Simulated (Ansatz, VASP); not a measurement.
Two plane-wave programs on KNbO3

The input INCAR:

```
ALGO = Normal ; EDIFF = 1E-7
ENCUT = 520 ; GGA = PE
ISIF = 2 ; ISMEAR = 0
LASPH = T ; LCHARG = F
LREAL = F ; LWAVE = F
NBANDS = 28 ; NELM = 100
PREC = Accurate ; SIGMA = 0.1
```

The input KPOINTS:

```
k-points
0
Gamma
  4 4 4
```

Contents of POSCAR:

```
KNbO3
1.0
    4.0129726800      0.0000000000      0.0000000000
    0.0000000000      4.0129726800      0.0000000000
    0.0000000000      0.0000000000      4.1102918300
K Nb O
1 1 3
Direct
    0.5000000000      0.5000000000      0.4999545100
    0.0000000000      0.0000000000      0.0149157700
    0.5000000000      0.0000000000      0.9741423400
    0.0000000000      0.5000000000      0.9741423400
    0.0000000000      0.0000000000      0.4716460400
```

Input for Ansatz:

```yaml
crystal:
  lattice:
    - [4.01297268, 0.0, 0.0]
    - [0.0, 4.01297268, 0.0]
    - [0.0, 0.0, 4.11029183]
  atoms:
    - { symbol: K, position: [0.5, 0.5, 0.49995451] }
    - { symbol: Nb, position: [0.0, 0.0, 0.01491577] }
    - { symbol: O, position: [0.5, 0.0, 0.97414234] }
    - { symbol: O, position: [0.0, 0.5, 0.97414234] }
    - { symbol: O, position: [0.0, 0.0, 0.47164604] }
basis: {}
kpoints:
  mp_grid: { grid: [4, 4, 4] }
hamiltonian:
  xc: pbe
  pseudopotentials: { kind: nc }
scf:
  occupations: { method: gaussian, width: 0.1 }
  mixing: { ndim: 20 }
  initial_density: { chi_scale: 0, normalization: atom }
  max_iter: 66
output:
  forces: true
  stress: true
  eigenvalues: true
```

Alike in both runs: task single point; functional PBE; k mesh 4 × 4 × 4; occupations gaussian, width 0.1 eV; no spin polarisation.

```csv
,VASP,Ansatz
version,VASP 6.6.1,Ansatz 0.2.0
potentials or method,"VASP PAW PBE potentials, release 64 (K_sv, Nb_sv, O)","scalar-relativistic, plane waves, norm-conserving potentials"
plane-wave cutoff (eV),520,1240
valence electrons in the cell,40,40
```

```csv
,VASP,Ansatz,Ansatz less VASP
gap on the k mesh at the Fermi level (eV),1.54,1.55,+0.014
least direct gap on the mesh (eV),2.39,2.40,+0.012
pressure (GPa),-0.5,-0.4,+0.05
largest component of the traceless stress (GPa),0.33,0.29,-0.039
rms of the force components (eV/Å),0.131,0.132,+0.0006
```

Atom by atom the forces differ by 0.003 eV/Å (rms over components).

A k mesh can miss the band edges. Expect the measured gap to be larger: semilocal functionals such as PBE lack the derivative discontinuity.
